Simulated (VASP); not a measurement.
# Sn (Im-3m) in VASP: further runs

Aim: see how the results for Sn move with the level of theory and the settings. Levels: PBEsol, PBE. Tasks: single point.

All numbers are computed with VASP 6.6.1; they aren't measurements. Logs are shortened: lines on timing, memory, paths and dates and some standing lists are left out, and cuts for length are marked.

## 1. Starting point

It takes space group Im-3m (No. 229, cubic). Conventional cell: a = 3.789 Å, b = 3.789 Å, c = 3.789 Å, α = 90.00°, β = 90.00°, γ = 90.00°. Sn (site symmetry m-3m) has 8 Sn at 3.28 Å as nearest neighbours.

This isn't the form of Sn at room conditions, which is tetragonal (white tin).

## 2. Single point, PBEsol

INCAR

```
SYSTEM = Sn
PREC = Accurate
ENCUT = 400
EDIFF = 1E-6
ISMEAR = -1
SIGMA = 0.1
LREAL = .False.
LASPH = .True.
NELM = 100
ALGO = Normal
ISIF = 2
LWAVE = .False.
LCHARG = .False.
GGA = PS
NBANDS = 13
ADDGRID = .False.
```

KPOINTS

```
Automatic mesh
0
Gamma
  12 12 12
  0 0 0
```

POSCAR

```
Sn
1.0
   -1.8946518192      1.8946518192      1.8946518192
    1.8946518192     -1.8946518192      1.8946518192
    1.8946518192      1.8946518192     -1.8946518192
Sn
1
Direct
    0.0000000000      0.0000000000      0.0000000000
```

Potentials or basis: VASP PAW PBE potentials, release 64 (Sn_d).

On the command line:

```bash
$ cat potpaw_PBE.64/Sn_d/POTCAR > POTCAR
$ mpirun -np 1 vasp_std > vasp.out
```

OUTCAR:

```text
SYSTEM = Sn
   PREC = Accurate
   ENCUT = 400
   EDIFF = 1E-6
   ISMEAR = -1
   LREAL = .False.
   LASPH = .True.
   NELM = 100
   ISIF = 2
   GGA = PS

 Found     72 irreducible k-points:

 Following reciprocal coordinates:
            Coordinates               Weight
  0.000000  0.000000  0.000000      1.000000
  0.083333  0.000000  0.000000     12.000000
  0.166667  0.000000  0.000000     12.000000
  0.250000  0.000000  0.000000     12.000000
  0.333333  0.000000  0.000000     12.000000
  0.416667  0.000000  0.000000     12.000000
   k-points           NKPTS =     72   k-points in BZ     NKDIM =     72   number of bands    NBANDS=     13
   number of dos      NEDOS =    301   number of ions     NIONS =      1
   total plane-waves  NPLWV =  13824
   dimension x,y,z NGX =    24 NGY =   24 NGZ =   24
   dimension x,y,z NGXF=    48 NGYF=   48 NGZF=   48
   ions per type =               1
   NGX,Y,Z   is equivalent  to a cutoff of  12.16, 12.16, 12.16 a.u.
   NGXF,Y,Z  is equivalent  to a cutoff of  24.32, 24.32, 24.32 a.u.
 SYSTEM =  Sn
   PREC   = accura    normal or accurate (medium, high low for compatibility)
   ISTART =      0    job   : 0-new  1-cont  2-samecut
   ICHARG =      2    charge: 1-file 2-atom 10-const
   ISPIN  =      1    spin polarized calculation?
   LNONCOLLINEAR =      F non collinear calculations
   LSORBIT =      F    spin-orbit coupling
   LASPH  =      T    aspherical Exc in radial PAW
   ENCUT  =  400.0 eV  29.40 Ry    5.42 a.u.   5.35  5.35  5.35*2*pi/ulx,y,z
   NELM   =    100;   NELMIN=  2; NELMDL= -5     # of ELM steps
   EDIFF  = 0.1E-05   stopping-criterion for ELM
   LREAL  =      F    real-space projection
   EDIFFG = 0.1E-04   stopping-criterion for IOM
   NSW    =      0    number of steps for IOM
   IBRION =     -1    ionic relax: 0-MD 1-quasi-New 2-CG
   NFREE  =      0    steps in history (QN), initial steepest desc. (CG)
   ISIF   =      2    stress and relaxation
   ISYM   =      2    0-nonsym 1-usesym 2-fastsym
   POTIM  = 0.5000    time-step for ionic-motion
   TEBEG  =    0.0;   TEEND  =   0.0 temperature during run
   PSTRESS=    0.0 pullay stress
   NELECT =      14.0000    total number of electrons
   NUPDOWN=      -1.0000    fix difference up-down
   EMIN   =  10.00;   EMAX   =-10.00  energy-range for DOS
   EFERMI =   0.00;   METHOD = LEGACY
   ISMEAR =    -1;   SIGMA  =   0.10  broadening in eV -4-tet -1-fermi 0-gaus
   EFERMI_NEDOS =   21; number of points for ismear=-14 and -15
   IALGO  =     38    algorithm
   IMIX   =      4    mixing-type and parameters
     AMIX     =   0.40;   BMIX     =  1.00
     AMIX_MAG =   1.60;   BMIX_MAG =  1.00
  volume/ion in A,a.u.               =      27.20       183.59
  Fermi-wavevector in a.u.,A,eV,Ry     =   1.311902  2.479136 23.416813  1.721087
  Thomas-Fermi vector in A             =   2.442332
   LORBIT       =      0    0 simple, 1 ext, 2 COOP (PROOUT), +10 PAW based schemes
   GGA     = PS    functional components
   LHFCALC =     F    Hartree Fock is set to
   AEXX    =    0.0000 exact exchange contribution
   IVDW    =     0    specifies the selected vdW correction
   LEPSILON=     F    determine dielectric tensor
   LRPA    =     F    only Hartree local field effects (RPA)
 non-spin polarized calculation
  energy-cutoff  :      400.00
  volume of cell :       27.20
 maximum number of plane-waves:       531
 NGX is ok and might be reduce to    24
   NGX = 11   NGY = 11   NGZ = 11

 number of electron      13.9999996 magnetization

 Free energy of the ion-electron system (eV)
  ---------------------------------------------------
  ext. energy  EPLUGINS =         0.00000000
  ---------------------------------------------------
  free energy    TOTEN  =        -4.23344935 eV

  energy without entropy =       -4.21477261  energy(sigma->0) =       -4.22411098

 E-fermi :   7.9485     XC(G=0): -10.5021

 val. band max:        7.9216380530   @ k =   0.1667   0.1667   0.0833
 cond. band min:       8.0354713582   @ k =  -0.3333   0.3333   0.2500
 fundamental gap:      0.1138333052
 Fermi energy:         7.9485468943

 k-point     1 :       0.0000    0.0000    0.0000
  band No.  band energies     occupation
      1     -13.5337      2.00000
      2     -13.5337      2.00000
      3     -13.5337      2.00000
      4     -13.3942      2.00000
      5     -13.3942      2.00000
      6      -3.1757      2.00000
      7      15.8570      0.00000
      8      15.8570      0.00000
      9      15.8570      0.00000
     10      20.0365      0.00000
     11      20.0365      0.00000
     12      20.0365      0.00000
     13      20.6626      0.00000

 k-point     2 :       0.0833    0.0000    0.0000
  band No.  band energies     occupation
      1     -13.5367      2.00000
      2     -13.5291      2.00000
      3     -13.5190      2.00000
      4     -13.3976      2.00000
      5     -13.3945      2.00000
      6      -3.0244      2.00000
      7      14.5899      0.00000
      8      15.2809      0.00000
      9      15.6572      0.00000
     10      18.7007      0.00000
     11      19.0178      0.00000
     12      19.7482      0.00000
     13      21.3053      0.00000

 k-point     3 :       0.1667    0.0000    0.0000
  band No.  band energies     occupation
      1     -13.5451      2.00000
      2     -13.5183      2.00000
      3     -13.4787      2.00000
      4     -13.4059      2.00000
      5     -13.3957      2.00000
      6      -2.5699      2.00000
      7      12.0644      0.00000
      8      14.1628      0.00000
      9      15.1146      0.00000
     10      17.6133      0.00000
     11      17.9882      0.00000
     12      19.7246      0.00000
     13      21.7089      0.00000

 k-point     4 :       0.2500    0.0000    0.0000
  band No.  band energies     occupation
      1     -13.5566      2.00000
      2     -13.5090      2.00000
      3     -13.4231      2.00000
      4     -13.4126      2.00000
      5     -13.3972      2.00000
      6      -1.8126      2.00000
      7       9.4068      0.00000
      8      13.0790      0.00000
      9      14.4425      0.00000
     10      16.8268      0.00000
     11      17.1913      0.00000
     12      20.2417      0.00000
     13      22.1947      0.00000

 k-point     5 :       0.3333    0.0000    0.0000
  band No.  band energies     occupation
      1     -13.5681      2.00000
      2     -13.5086      2.00000
      3     -13.4112      2.00000
      4     -13.3987      2.00000
      5     -13.3668      2.00000
      6      -0.7622      2.00000
      7       6.9234      1.99993
      8      12.2288      0.00000
      9      13.8570      0.00000
     10      16.2849      0.00000
     11      16.6274      0.00000
     12      21.1501      0.00000
     13      22.8134      0.00000

 k-point     6 :       0.4167    0.0000    0.0000
  band No.  band energies     occupation
      1     -13.5765      2.00000
      2     -13.5140      2.00000
      3     -13.4052      2.00000
      4     -13.3997      2.00000
      5     -13.3252      2.00000
      6       0.5253      2.00000
      7       4.7557      2.00000
      8      11.6935      0.00000
      9      13.4737      0.00000
     10      15.9682      0.00000
     11      16.2916      0.00000
     12      22.2328      0.00000
     13      23.4957      0.00000

 [... further k-points ...]
[... 5 lines left out ...]
  --------------------------------------------------------------------------------------
  -------------------------------------------------------------------------------------
  Total       -0.3731239     -0.3731239     -0.3731239      0.0000000      0.0000000     -0.0000000
  in kB      -21.9743217    -21.9743217    -21.9743217      0.0000000      0.0000000     -0.0000000
  external PRESSURE =     -21.9743217 kB  Pullay stress =       0.0000000 kB

 VOLUME and BASIS-vectors are now :
 -----------------------------------------------------------------------------
  energy-cutoff  :      400.00
  volume of cell :       27.20
      direct lattice vectors                 reciprocal lattice vectors
    -1.894651819  1.894651819  1.894651819     0.000000000  0.263900731  0.263900731
     1.894651819 -1.894651819  1.894651819     0.263900731  0.000000000  0.263900731
     1.894651819  1.894651819 -1.894651819     0.263900731  0.263900731  0.000000000

 POSITION                                       TOTAL-FORCE (eV/Angst)
 -----------------------------------------------------------------------------------
      0.00000      0.00000      0.00000        -0.000000     -0.000000      0.000000
 -----------------------------------------------------------------------------------
    total drift:                               -0.000000      0.000000      0.000000

  FREE ENERGIE OF THE ION-ELECTRON SYSTEM (eV)
  ---------------------------------------------------
  free  energy   TOTEN  =        -4.2334493499 eV

  energy  without entropy=       -4.2147726053  energy(sigma->0) =       -4.22411098
```

It took 9.8 s on 1 thread of Intel Xeon Platinum 8375C at 2.90GHz (Ice Lake), shared host; peak memory 0.14 GiB.

These settings aren't checked as converged: the numbers below hold their error.

What came out:

| Item | Value |
| --- | --- |
| Free energy | -4.2334 eV |
| Pressure | -2.2 GPa |
| Band gap on the k mesh | none (metal or under the smearing width) |

Caveat: the PAW data sets were made with another functional, which shifts forces and pressure a little.

## 3. Single point, PBEsol

INCAR, as its differences from that of step 2:

```diff
@@ -2,3 +2,3 @@
 PREC = Accurate
-ENCUT = 400
+ENCUT = 600
 EDIFF = 1E-6
```

KPOINTS

```
Automatic mesh
0
Gamma
  10 10 10
  0 0 0
```

POSCAR is that of step 2.

Potentials or basis: VASP PAW PBE potentials, release 64 (Sn_d).

On the command line:

```bash
$ cat potpaw_PBE.64/Sn_d/POTCAR > POTCAR
$ mpirun -np 1 vasp_std > vasp.out
```

Run time: 18 s. Hardware: 1 thread of Intel Xeon Platinum 8375C at 2.90GHz (Ice Lake), shared host; peak memory 0.16 GiB.

These settings aren't checked as converged: the numbers below hold their error.

What came out:

| Item | Value |
| --- | --- |
| Free energy | -4.2224 eV |
| Pressure | -2.1 GPa |
| Band gap on the k mesh | none (metal or under the smearing width) |

Caveat: the PAW data sets were made with another functional, which shifts forces and pressure a little.

## 4. Single point, PBEsol

INCAR, as its differences from that of step 3:

```diff
@@ -2,3 +2,3 @@
 PREC = Accurate
-ENCUT = 600
+ENCUT = 500
 EDIFF = 1E-6
```

KPOINTS

```
Automatic mesh
0
Gamma
  12 12 12
  0 0 0
```

POSCAR is that of step 3.

On the command line:

```bash
$ cat potpaw_PBE.64/Sn_d/POTCAR > POTCAR
$ mpirun -np 1 vasp_std > vasp.out
```

It took 11 s on 1 thread of Intel Xeon Platinum 8375C at 2.90GHz (Ice Lake), shared host; peak memory 0.15 GiB.

The run converged, but some of its settings lie outside the range that counts as converged, so its numbers aren't taken as properties of the crystal.

What came out:

```yaml
Free_energy: -4.2336 eV
Pressure: -2.2 GPa
Band_gap_on_the_k_mesh: none (metal or under the smearing width)
```

Caveat: the PAW data sets were made with another functional, which shifts forces and pressure a little.

## 5. Single point, PBE

INCAR

```
SYSTEM = Sn
ALGO = Fast
EDIFF = 1E-7
ENCUT = 550
GGA = PE
ISIF = 2
ISMEAR = 0
LASPH = .True.
LCHARG = .False.
LREAL = .False.
LWAVE = .False.
NBANDS = 13
NELM = 100
PREC = Accurate
SIGMA = 0.02
```

KPOINTS

```
k-points
0
Gamma
  10 10 10
  0 0 0
```

POSCAR

```
Sn
3.2816
   -0.577356112628      0.577356112628      0.577356112628
    0.577356112628     -0.577356112628      0.577356112628
    0.577356112628      0.577356112628     -0.577356112628
Sn
1
Direct
    0.0000000000      0.0000000000      0.0000000000
```

Potentials or basis: VASP PAW PBE potentials, release 64 (Sn_d_GW).

On the command line:

```bash
$ cat potpaw_PBE.64/Sn_d_GW/POTCAR > POTCAR
$ mpirun -np 1 vasp_std > vasp.out
```

Wall time 42 s (1 thread of Intel Xeon Platinum 8559C (Emerald Rapids), shared host); peak memory 0.17 GiB.

The run converged. Its results:

- Free energy: -3.7574 eV
- Pressure: 0.7 GPa
- Band gap on the k mesh: none (metal or under the smearing width)

Levels at points of the mesh, in eV from the Fermi level:
```
           k point  band 3  band 4  band 5  band 6  band 7  band 8  band 9  band 10  band 11  band 12
(0.00, 0.00, 0.00)  -21.57  -21.43  -21.43  -11.07    7.96    7.96    7.96    12.10    12.11    12.11
(0.50, 0.00, 0.00)  -21.44  -21.43  -21.35   -6.40   -4.41    3.61    5.45     7.95     8.25    14.93
(0.50, 0.50, 0.50)  -21.37  -21.37  -21.37   -2.47   -0.47   -0.47   -0.47     3.84     3.84    18.06
```
